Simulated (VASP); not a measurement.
# ZnAu (Pm-3m) in VASP: single point with PBE

Aim: the single point of ZnAu with PBE.

Program: VASP 6.6.1. These are calculated values, not measurements. Logs are shortened: lines on timing, memory, paths and dates and some standing lists are left out, and cuts for length are marked.

## Step 1: The undisturbed crystal

Symmetry: Pm-3m, No. 221, cubic system. Conventional cell: a = 3.147 Å, b = 3.147 Å, c = 3.147 Å, α = 90.00°, β = 90.00°, γ = 90.00°. Around Zn (site symmetry m-3m) lie 8 Au at 2.73 Å. Au (site symmetry m-3m) is surrounded by 8 Zn at 2.73 Å.

## Step 2: Single point, PBE (atom 2 (Au) moved by [0.069282, 0.069282, 0.069282] A)

The input, INCAR:

```
PREC = Accurate ; ENCUT = 520
EDIFF = 1E-6 ; ISMEAR = -1
SIGMA = 0.05 ; LREAL = False
LASPH = True ; NELM = 100
ALGO = Fast ; ISIF = 2
LWAVE = False ; LCHARG = False
GGA = PE ; NBANDS = 18
```

The input, KPOINTS:

```
regular mesh
0
Gamma
  13 13 13
```

The input, POSCAR:

```
ZnAu
1.0
    3.1470000000      0.0000000000      0.0000000000
    0.0000000000      3.1470000000      0.0000000000
    0.0000000000      0.0000000000      3.1470000000
Zn Au
1 1
Direct
    0.5000000000      0.5000000000      0.5000000000
    0.0220152526      0.0220152526      0.0220152526
```

Potentials or basis: VASP PAW PBE potentials, release 64 (Zn, Au).

On the command line:

```
cat potpaw_PBE.64/Zn/POTCAR potpaw_PBE.64/Au/POTCAR > POTCAR
mpirun -np 1 vasp_std > vasp.out
```

OUTCAR:

```text
PREC = Accurate
   ENCUT = 520
   EDIFF = 1E-6
   ISMEAR = -1
   LREAL = False
   LASPH = True
   NELM = 100
   ISIF = 2
   GGA = PE

 ion  position               nearest neighbor table
   1  0.500  0.500  0.500-   2 2.61   2 2.69   2 2.69   2 2.69   2 2.77   2 2.77   2 2.77   2 2.85

   2  0.022  0.022  0.022-   1 2.61   1 2.69   1 2.69   1 2.69   1 2.77   1 2.77   1 2.77   1 2.85

  LATTYP: Found a simple cubic cell.
 ALAT       =     3.1470000000

  Lattice vectors:

 A1 = (   3.1470000000,   0.0000000000,   0.0000000000)
 A2 = (   0.0000000000,   3.1470000000,   0.0000000000)
 A3 = (   0.0000000000,   0.0000000000,   3.1470000000)

Analysis of symmetry for initial positions (statically):
=====================================================================
 Subroutine PRICEL returns:
 Original cell was already a primitive cell.

 Routine SETGRP: Setting up the symmetry group for a
 simple cubic supercell.

 Subroutine GETGRP returns: Found  6 space group operations
 (whereof  6 operations were pure point group operations)
 out of a pool of 48 trial point group operations.

The static configuration has the point symmetry C_3v.

Analysis of symmetry for dynamics (positions and initial velocities):
=====================================================================
 Subroutine PRICEL returns:
 Original cell was already a primitive cell.

 Routine SETGRP: Setting up the symmetry group for a
 simple cubic supercell.

 Subroutine GETGRP returns: Found  6 space group operations
 (whereof  6 operations were pure point group operations)
 out of a pool of 48 trial point group operations.

The dynamic configuration has the point symmetry C_3v.

 Subroutine INISYM returns: Found  6 space group operations
 (whereof  6 operations are pure point group operations),
 and found     1 'primitive' translations

----------------------------------------------------------------------------------------

                                     Primitive cell

  volume of cell :      31.1667

  direct lattice vectors                    reciprocal lattice vectors
     3.147000000  0.000000000  0.000000000     0.317762949  0.000000000  0.000000000
     0.000000000  3.147000000  0.000000000     0.000000000  0.317762949  0.000000000
     0.000000000  0.000000000  3.147000000     0.000000000  0.000000000  0.317762949

  length of vectors
     3.147000000  3.147000000  3.147000000     0.317762949  0.317762949  0.317762949

  position of ions in fractional coordinates (direct lattice)
     0.500000000  0.500000000  0.500000000
     0.022015253  0.022015253  0.022015253

  ion indices of the primitive-cell ions
   primitive index   ion index
                 1           1
                 2           2

----------------------------------------------------------------------------------------

 KPOINTS: regular mesh

Automatic generation of k-mesh.
 Grid dimensions read from file:
 generate k-points for:   13   13   13

 Generating k-lattice:

  Cartesian coordinates                     Fractional coordinates (reciprocal lattice)
     0.024443304  0.000000000  0.000000000     0.076923077  0.000000000  0.000000000
     0.000000000  0.024443304  0.000000000     0.000000000  0.076923077  0.000000000
     0.000000000  0.000000000  0.024443304     0.000000000  0.000000000  0.076923077

  Length of vectors
     0.024443304  0.024443304  0.024443304

  Shift w.r.t. Gamma in fractional coordinates (k-lattice)
     0.000000000  0.000000000  0.000000000

 Subroutine IBZKPT returns following result:
 ===========================================

 Found    231 irreducible k-points:

 Following reciprocal coordinates:
            Coordinates               Weight
  0.000000  0.000000  0.000000      1.000000
  0.076923  0.000000  0.000000      6.000000
  0.153846  0.000000  0.000000      6.000000
  0.230769  0.000000  0.000000      6.000000
  0.307692  0.000000  0.000000      6.000000
  0.384615  0.000000  0.000000      6.000000
[... 16 lines left out ...]
 -0.153846  0.230769  0.000000     12.000000
  0.307692  0.153846  0.000000     12.000000
 [... further k-points ...]
   k-points           NKPTS =    231   k-points in BZ     NKDIM =    231   number of bands    NBANDS=     18
   number of dos      NEDOS =    301   number of ions     NIONS =      2
   total plane-waves  NPLWV =  13824
   dimension x,y,z NGX =    24 NGY =   24 NGZ =   24
   dimension x,y,z NGXF=    48 NGYF=   48 NGZF=   48
   ions per type =               1   1
   NGX,Y,Z   is equivalent  to a cutoff of  12.68, 12.68, 12.68 a.u.
   NGXF,Y,Z  is equivalent  to a cutoff of  25.36, 25.36, 25.36 a.u.
 SYSTEM =  unknown system
   PREC   = accura    normal or accurate (medium, high low for compatibility)
   ISTART =      0    job   : 0-new  1-cont  2-samecut
   ICHARG =      2    charge: 1-file 2-atom 10-const
   ISPIN  =      1    spin polarized calculation?
   LNONCOLLINEAR =      F non collinear calculations
   LSORBIT =      F    spin-orbit coupling
   LASPH  =      T    aspherical Exc in radial PAW
   ENCUT  =  520.0 eV  38.22 Ry    6.18 a.u.   5.85  5.85  5.85*2*pi/ulx,y,z
   NELM   =    100;   NELMIN=  2; NELMDL= -5     # of ELM steps
   EDIFF  = 0.1E-05   stopping-criterion for ELM
   LREAL  =      F    real-space projection
   EDIFFG = 0.1E-04   stopping-criterion for IOM
   NSW    =      0    number of steps for IOM
   IBRION =     -1    ionic relax: 0-MD 1-quasi-New 2-CG
   NFREE  =      0    steps in history (QN), initial steepest desc. (CG)
   ISIF   =      2    stress and relaxation
   ISYM   =      2    0-nonsym 1-usesym 2-fastsym
   POTIM  = 0.5000    time-step for ionic-motion
   TEBEG  =    0.0;   TEEND  =   0.0 temperature during run
   PSTRESS=    0.0 pullay stress
   NELECT =      23.0000    total number of electrons
   NUPDOWN=      -1.0000    fix difference up-down
   EMIN   =  10.00;   EMAX   =-10.00  energy-range for DOS
   EFERMI =   0.00;   METHOD = LEGACY
   ISMEAR =    -1;   SIGMA  =   0.05  broadening in eV -4-tet -1-fermi 0-gaus
   EFERMI_NEDOS =   21; number of points for ismear=-14 and -15
   IALGO  =     68    algorithm
   IMIX   =      4    mixing-type and parameters
     AMIX     =   0.40;   BMIX     =  1.00
     AMIX_MAG =   1.60;   BMIX_MAG =  1.00
  volume/ion in A,a.u.               =      15.58       105.16
  Fermi-wavevector in a.u.,A,eV,Ry     =   1.479406  2.795672 29.778283  2.188642
  Thomas-Fermi vector in A             =   2.593568
   LORBIT       =      0    0 simple, 1 ext, 2 COOP (PROOUT), +10 PAW based schemes
   GGA     = PE    functional components
   LHFCALC =     F    Hartree Fock is set to
   AEXX    =    0.0000 exact exchange contribution
   IVDW    =     0    specifies the selected vdW correction
   LEPSILON=     F    determine dielectric tensor
   LRPA    =     F    only Hartree local field effects (RPA)
 non-spin polarized calculation
 RMM-DIIS sequential band-by-band and
  energy-cutoff  :      520.00
  volume of cell :       31.17
 maximum number of plane-waves:       864
   NGX = 11   NGY = 11   NGZ = 11

 number of electron      22.9999999 magnetization

 Free energy of the ion-electron system (eV)
  ---------------------------------------------------
  ext. energy  EPLUGINS =         0.00000000
  ---------------------------------------------------
  free energy    TOTEN  =        -4.70317660 eV

  energy without entropy =       -4.69681847  energy(sigma->0) =       -4.69999754

 E-fermi :   7.1524     XC(G=0): -12.3744

 val. band max:        7.1098063905   @ k =  -0.3846   0.4615   0.2308
 cond. band min:       7.1618521831   @ k =  -0.4615   0.3077   0.3077
 fundamental gap:      0.0520457926
 Fermi energy:         7.1523604799

 k-point     1 :       0.0000    0.0000    0.0000
  band No.  band energies     occupation
      1      -3.5253      2.00000
      2      -1.0382      2.00000
      3      -1.0382      2.00000
      4      -0.3636      2.00000
      5      -0.3359      2.00000
      6      -0.3359      2.00000
[... 10 lines left out ...]
     17      19.1995      0.00000
     18      25.4058      0.00000

 k-point     2 :       0.0769    0.0000    0.0000
  band No.  band energies     occupation
      1      -3.4201      2.00000
      2      -1.0163      2.00000
      3      -1.0066      2.00000
      4      -0.3623      2.00000
      5      -0.3372      2.00000
      6      -0.3304      2.00000
[... 10 lines left out ...]
     17      19.6904      0.00000
     18      25.3590      0.00000

 k-point     3 :       0.1538    0.0000    0.0000
  band No.  band energies     occupation
      1      -3.1100      2.00000
      2      -0.9538      2.00000
      3      -0.9199      2.00000
      4      -0.3623      2.00000
      5      -0.3406      2.00000
      6      -0.3111      2.00000
[... 10 lines left out ...]
     17      21.2095      0.00000
     18      25.0929      0.00000

 k-point     4 :       0.2308    0.0000    0.0000
  band No.  band energies     occupation
      1      -2.6129      2.00000
      2      -0.8607      2.00000
      3      -0.7994      2.00000
      4      -0.3636      2.00000
      5      -0.3447      2.00000
      6      -0.2806      2.00000
[... 375 lines left out ...]
      4      -0.4270      2.00000
      5      -0.3397      2.00000
      6      -0.2621      2.00000
[... 10 lines left out ...]
     17      21.4627      0.00000
     18      23.4066      0.00000

 k-point    23 :      -0.1538    0.2308    0.0000
  band No.  band energies     occupation
      1      -2.2580      2.00000
      2      -0.8108      2.00000
      3      -0.7015      2.00000
      4      -0.4456      2.00000
      5      -0.3395      2.00000
      6      -0.2475      2.00000
[... 10 lines left out ...]
     17      21.3326      0.00000
     18      23.3793      0.00000

 k-point    24 :       0.3077    0.1538    0.0000
  band No.  band energies     occupation
      1      -1.6912      2.00000
      2      -0.7450      2.00000
      3      -0.5803      2.00000
      4      -0.4375      2.00000
      5      -0.2950      2.00000
      6      -0.2574      2.00000
[... 10 lines left out ...]
     17      21.2283      0.00000
     18      22.4286      0.00000

 [... further k-points ...]

------------------------ aborting loop because EDIFF is reached ----------------------------------------

  FORCE on cell =-STRESS in cart. coord.  units (eV):
  Direction    XX          YY          ZZ          XY          YZ          ZX
  --------------------------------------------------------------------------------------
  -------------------------------------------------------------------------------------
  Total        1.1273314      1.1273314      1.1273314      0.0998574      0.0998574      0.0998574
  in kB       57.9524723     57.9524723     57.9524723      5.1333487      5.1333487      5.1333487
  external PRESSURE =      57.9524723 kB  Pullay stress =       0.0000000 kB

 VOLUME and BASIS-vectors are now :
 -----------------------------------------------------------------------------
  energy-cutoff  :      520.00
  volume of cell :       31.17
      direct lattice vectors                 reciprocal lattice vectors
     3.147000000  0.000000000  0.000000000     0.317762949  0.000000000  0.000000000
     0.000000000  3.147000000  0.000000000     0.000000000  0.317762949  0.000000000
     0.000000000  0.000000000  3.147000000     0.000000000  0.000000000  0.317762949

 POSITION                                       TOTAL-FORCE (eV/Angst)
 -----------------------------------------------------------------------------------
      1.57350      1.57350      1.57350         0.281685      0.281685      0.281685
      0.06928      0.06928      0.06928        -0.281685     -0.281685     -0.281685
 -----------------------------------------------------------------------------------
    total drift:                               -0.000438     -0.000438     -0.000438

  FREE ENERGIE OF THE ION-ELECTRON SYSTEM (eV)
  ---------------------------------------------------
  free  energy   TOTEN  =        -4.7031765999 eV

  energy  without entropy=       -4.6968184747  energy(sigma->0) =       -4.69999754
```

It took 60 s on 1 thread of AMD EPYC 9R45 (Zen 5), shared host; peak memory 0.22 GiB.

Results:

```yaml
Free_energy: -4.7032 eV
Pressure: 5.8 GPa
Largest_force: 0.488 eV/Å
Band_gap_on_the_k_mesh: none (metal or under the smearing width)
```

Forces on the atoms (eV/Å):
```
Zn   0.282  0.282  0.282
Au  -0.282 -0.282 -0.282
```

The run has no spin-orbit coupling, so splittings on Au are missing.
